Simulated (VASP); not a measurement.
# PbS: electric field gradients, by functional and GGA

PbS, Cmcm (no. 63), 4 atoms in the cell.

| Functional | GGA | LASPH | Vzz of the first element (V/Å²) | Vzz of the second element (V/Å²) | Time (s) |
|---|---|---|---|---|---|
| LDA | CA | .TRUE. | -225.45 | -4.08 | 22 |
| PBE | PE | .TRUE. | -231.57 | -4.00 | 31 |
| PBEsol | PS | .TRUE. | -226.47 | -3.70 | 30 |
| RPBE | RP | .TRUE. | -236.77 | -3.78 | 32 |
| r2SCAN | default | .TRUE. | -260.92 | 6.71 | 231 |
| SCAN | default | .TRUE. | -243.05 | -5.17 | 254 |
| TPSS | default | .TRUE. | -233.32 | 4.32 | 151 |
| PBE | PE | .FALSE. | -230.88 | -3.95 | 25 |

Limits: rows 6, 7: where the asymmetry is near 1, two components of opposite sign are almost equal, so the sign of Vzz can flip with a small change.

## Input of the first row

INCAR:
```
SYSTEM = PbS
  GGA = CA
  PREC = Accurate
  ENCUT = 400
  EDIFF = 1E-7
  LREAL = .FALSE.
  LASPH = .TRUE.
  ALGO = Normal
  NELM = 120
  LWAVE = .FALSE.
  LCHARG = .FALSE.
  ISMEAR = 0
  SIGMA = 0.02
  KPAR = 4
  LEFG = .TRUE.
  QUAD_EFG = 0 -67.8
```

KPOINTS:
```
k-points
0
Gamma
  6 6 6
```

POSCAR:
```
PbS
1.0
    2.0799526950     -5.9912968650      0.0000000000
    2.0799526950      5.9912968650      0.0000000000
    0.0000000000      0.0000000000      4.2793209400
Pb S
2 2
Direct
    0.1305633500      0.8694366500      0.2500000000
    0.8694366500      0.1305633500      0.7500000000
    0.3547970900      0.6452029100      0.2500000000
    0.6452029100      0.3547970900      0.7500000000
```

Commands:
```
cat potpaw_LDA.64/Pb_d/POTCAR potpaw_LDA.64/S/POTCAR > POTCAR
mpirun -np 4 vasp_std > vasp.out
```

Changes of the last row against the first:
```
- GGA = CA
- LASPH = True
+ GGA = PE
+ LASPH = False
- cat potpaw_LDA.64/Pb_d/POTCAR potpaw_LDA.64/S/POTCAR > POTCAR
+ cat potpaw_PBE.64/Pb_d/POTCAR potpaw_PBE.64/S/POTCAR > POTCAR
```

VASP 6.6.1 took 22 s on 4 cores (AMD EPYC 9R45 (Zen 5)), a shared host.
